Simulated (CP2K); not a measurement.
Runs of CP2K 2026.2 on Te2Mo. The structure is hexagonal, space group P6_3/mmc (No. 194). The conventional cell has a = 3.518 Å, b = 3.518 Å, c = 13.974 Å, α = 90.00°, β = 90.00°, γ = 120.00°. Te (site symmetry 3m) has 3 Mo at 2.72 Å as nearest neighbours. Mo (site symmetry -6m2) is surrounded by 6 Te at 2.72 Å. 

| task | level | potentials or basis | cell | k mesh | smearing | EPS_DEFAULT | k points reduced by the point group | NGRIDS | points a segment of the path (NPOINTS) | bands added on the path | gap on the mesh (eV) | pressure (GPa) | relaxed volume (Å³/atom) | largest force (eV/Å) |
| --- | --- | --- | --- | --- | --- | --- | --- | --- | --- | --- | --- | --- | --- | --- |
| band structure | PBE | POTENTIAL_UZH Te GTH-PBE-q6, Mo GTH-PBE-q14; TZVP-MOLOPT-PBE-GTH basis | as given | 9 × 9 × 2 | fermi-dirac 0.0259 eV | 1.0E-10 | yes | 5 | 8 | 4 | 0.78 | 5.4 | - | 0.45 |
| band structure | TB-mBJ | POTENTIAL_UZH Te GTH-PBE-q6, Mo GTH-PBE-q14; TZVP-MOLOPT-PBE-GTH basis | as given | 9 × 9 × 2 | fermi-dirac 0.0259 eV | 1.0E-9 | yes | 4 | 10 | 6 | 0.83 | - | - | - |
| band structure | r2SCAN | POTENTIAL_UZH Te GTH-SCAN-q6, Mo GTH-SCAN-q14; TZVP-MOLOPT-SCAN-GTH basis | as given | 9 × 9 × 2 | fermi-dirac 0.01 eV | 1.0E-10 | yes | 5 | 6 | 6 | 0.89 | 3.7 | - | 0.09 |
| band structure | PBEsol | POTENTIAL_UZH Te GTH-PBE-q6, Mo GTH-PBE-q14; TZVP-MOLOPT-PBE-GTH basis | as given | 9 × 9 × 2 | fermi-dirac 0.05 eV | 1.0E-9 | yes | 4 | 8 | 2 | 0.74 | (c) | - | (d) |
| band structure | LDA | GTH_POTENTIALS Te GTH-PADE-q6, Mo GTH-PADE-q14; TZVP-MOLOPT-PBE-GTH basis | as given | 9 × 9 × 2 | fermi-dirac 0.0259 eV | 1.0E-9 | yes | 4 | 6 | 6 | 0.75 | -1.4 | - | 0.05 |
| relaxation of cell and atoms | PBE | POTENTIAL_UZH Te GTH-PBE-q6, Mo GTH-PBE-q14; TZVP-MOLOPT-PBE-GTH basis | relaxed | 7 × 7 × 2 | fermi-dirac 0.0259 eV | 1.0E-10 | - | 5 | - | - | (b) | 0.0 | 27.87 | - |
| relaxation of cell and atoms | PBEsol | POTENTIAL_UZH Te GTH-PBE-q6, Mo GTH-PBE-q14; TZVP-MOLOPT-PBE-GTH basis | relaxed | 7 × 7 × 2 | fermi-dirac 0.05 eV | 1.0E-10 | - | 5 | - | - | 0.81 | 0.0 | (a) | 0.03 |
| relaxation of cell and atoms | LDA | GTH_POTENTIALS Te GTH-PADE-q6, Mo GTH-PADE-q14; TZVP-MOLOPT-PBE-GTH basis | relaxed | 7 × 7 × 2 | fermi-dirac 0.05 eV | 1.0E-9 | - | 4 | - | - | 0.77 | 0.0 | 24.33 | 0.03 |

Alike in all rows: no spin polarisation.

Question: Fill in the values left out.

Answer: (a) 25.56; (b) 1.07; (c) 2.5; (d) 0.36.

Caveats: with these potentials and basis sets, volumes of gold and of layered tellurides can stand 1.5 % and more from those of plane-wave programs; spin-orbit coupling is left out, which moves the levels of the heavy elements; the basis of atomic orbitals isn't converged, which shifts pressures, moduli and gaps; this functional lacks dispersion, which binds the layers, so the pressure and a relaxed spacing across them are unreliable (some runs); the potentials were made for another functional, which shifts forces and pressure (some runs); the printed path begins after the first move (some runs); an odd mesh through Γ misses points on the zone boundary, where band edges often lie (some runs).

A k mesh can miss the band edges, and the runs leave out spin-orbit coupling on Mo, Te.

Not every run made on this cell is shown here.
